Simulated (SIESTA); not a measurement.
**CdSe under changes of volume**

One of the cells (28.942 Å³/atom); the others are scaled copies at fixed shape and fractional positions:

```
Cd Se
1.0
     0.00000    3.07027    3.07027
     3.07027    0.00000    3.07027
     3.07027    3.07027    0.00000
Cd Se
1 1
Direct
  0.00000 0.00000 0.00000
  0.25000 0.25000 0.25000
```

Measurements of this composition are mostly on another form, of space group No. 186.

* Program: SIESTA 5.4.2
* Functional: LDA
* Potentials or basis: PseudoDojo 0.4 standard (LDA files)
* Basis: DZP (energy shift 0.003 Ry; two zetas on semicore shells)
* Grid cutoff: 800 Ry
* Energy shift: 0.003 Ry
* k mesh: 8 × 8 × 8
* Occupations: fermi-dirac, width 0.05 eV
* Spin: no spin polarisation

```csv
volume (Å³/atom),energy over the lowest point (meV/atom),pressure (GPa),gap on the mesh (eV)
27.206,0.00,0.2,0.69
27.784,1.72,-1.1,0.63
28.363,?,?,?
28.942,16.86,-3.1,0.52
29.521,29.46,-3.9,0.47
30.100,44.85,-4.6,0.42
30.679,62.69,-5.3,0.37
```

Problem. What does the run at 28.363 Å³/atom give?

Solution. Energy over the lowest point 7.53 meV/atom; pressure -2.1 GPa; gap on the mesh 0.58 eV.

Worked out: A Birch-Murnaghan fit of order 3 (a polynomial in V^(-2/3)) to the other rows has its minimum at 27.27 Å³/atom with B0 = V·E''(V) = 59 GPa and B' = 4.9. It gives 7.49 meV/atom at 28.363 Å³/atom, against the run's 7.53, and -dE/dV = -2.1 GPa, against -2.1. A straight line through the other rows of the gap, of slope -2.65 eV per unit of ln V (its deformation potential), gives 0.58 eV, against the run's 0.58.

Energies are extrapolated to zero smearing.

Caveats: the basis of atomic orbitals isn't converged, which shifts pressures, moduli and gaps.

A mesh can miss the band edges. Spin-orbit coupling on Cd, Se is left out.
